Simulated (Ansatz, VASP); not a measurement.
## Sb in VASP and in Ansatz

File INCAR:

```
PREC     = Accurate       # precision mode
ENCUT    = 520            # plane-wave cutoff, eV
EDIFF    = 1E-6           # SCF threshold, eV
ISMEAR   = -1             # smearing method
SIGMA    = 0.03           # smearing width, eV
LREAL    = F              # projectors in reciprocal space
LASPH    = T              # aspherical terms in the spheres
NELM     = 80             # most SCF steps
ALGO     = Fast           # electronic algorithm
ISIF     = 2              # what is computed and relaxed
LWAVE    = F              # write WAVECAR
LCHARG   = F              # write CHGCAR
GGA      = PE             # functional
NBANDS   = 12             # bands
```

File KPOINTS:

```
regular mesh
0
Gamma
  12 12 7
```

File POSCAR:

```
Sb
1.0
    3.3690001795      0.0000000000      0.0000000000
   -1.6845000898      2.9176397408      0.0000000000
    0.0000000000      0.0000000000      5.3300000000
Sb
2
Direct
    0.3333333333      0.6666666667      0.2500000000
    0.6666666667      0.3333333333      0.7500000000
```

Input for Ansatz:

```yaml
crystal:
  lattice:
    - [3.3690001795, 0.0, 0.0]
    - [-1.6845000898, 2.9176397408, 0.0]
    - [0.0, 0.0, 5.33]
  atoms:
    - { symbol: Sb, position: [0.3333333333, 0.6666666667, 0.25] }
    - { symbol: Sb, position: [0.6666666667, 0.3333333333, 0.75] }
kpoints:
  mp_grid: { grid: [12, 12, 7] }
  band_path:
    path:
      - [0.0, 0.0, 0.0]
      - [0.5, 0.0, 0.0]
      - [0.3333333333, 0.3333333333, 0.0]
      - [0.0, 0.0, 0.0]
      - [0.0, 0.0, 0.5]
      - [0.5, 0.0, 0.5]
      - [0.3333333333, 0.3333333333, 0.5]
      - [0.0, 0.0, 0.5]
      - [0.5, 0.0, 0.5]
    npoints: 5
scf:
  occupations: { method: fermi_dirac, width: 0.03 }
hamiltonian:
  xc: pbe
  pseudopotentials:
    kind: all_electron
    lapw: { basis_error: 0.0005 }
    relativity: none
output:
  forces: true
  stress: true
  eigenvalues: true
```

Alike in both runs: task single point; functional PBE; k mesh 12 × 12 × 7; occupations fermi-dirac, width 0.03 eV; no spin polarisation.

|  | VASP | Ansatz |
| --- | --- | --- |
| version | VASP 6.6.1 | Ansatz 0.2.0 |
| potentials or method | VASP PAW PBE potentials, release 64 (Sb) | all-electron LAPW, non-relativistic |
| plane-wave cutoff (eV) | 520 | see its input |

|  | VASP | Ansatz | Ansatz less VASP |
| --- | --- | --- | --- |
| pressure (GPa) | 2.9 | 3.0 | +0.10 |
| largest component of the traceless stress (GPa) | 0.92 | 0.81 | -0.115 |

Ansatz ran all-electron here, so the differences hold the error of VASP's frozen core and of both bases.

The runs have no spin-orbit coupling, so splittings on Sb are missing.
